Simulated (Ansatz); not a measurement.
The compound is MoS2 (1H sheet).

The cell holds 3 atoms: 1 Mo and 2 S. Its edges and angles: a = 3.140 Å, b = 3.140 Å, c = 30.263 Å, α = 90.0°, β = 90.0°, γ = 120.0°. Vacuum lies along c.

```xyz
3
Lattice="-2.7197 1.5702 0.0000 0.0000 -3.1404 0.0000 0.0000 0.0000 30.2634" Properties=species:S:1:pos:R:3
Mo    0.0000    0.0000    9.4543
S    -0.9066   -1.5702   11.0127
S    -0.9066   -1.5702    7.8959
```

The structure was relaxed with PBEsol. The structure was generated from a model, not taken from a measurement. The runs that relaxed it are not among those shown. The program's search for lower electronic states was switched off, so nothing shows that the state found is the lowest. PAW set soft_2, made with PBE.

A constrained-RPA run (Ansatz 0.2.0; non-magnetic PBEsol; Mo d, bands v1 to c4, 6×6×1 mesh, medium accuracy) builds 5 functions on bands 6.2 eV wide, with 2.0 electrons in the window. The bare on-site interaction is 8.8 eV and the bare J 0.28 eV.

What U and J survive the screening?

On the Mo d shell, U = 2.45 eV (28 % of the bare value), U′ = 2.08 eV, J = 0.18 eV.

The parent state is non-magnetic and the interaction static (zero frequency); U depends on the window and the orbitals, so it belongs to this model alone.

[Paths, hosts, dates, memory and timing lines, banners, echoed tables and standing remarks are left out of the program output.]

[Logs are printed without paths, hosts, clocks, repeated set-up lines and the standing remarks that a program may print on its own settings, such as how far it seeks lower states.]

[Runs of the session that timed out or met a known fault of the program may be left out.]

[Hosts, paths, dates, database ids (printed as entryN), source tags and the programs' standing remarks are cut or masked in the printed files.]
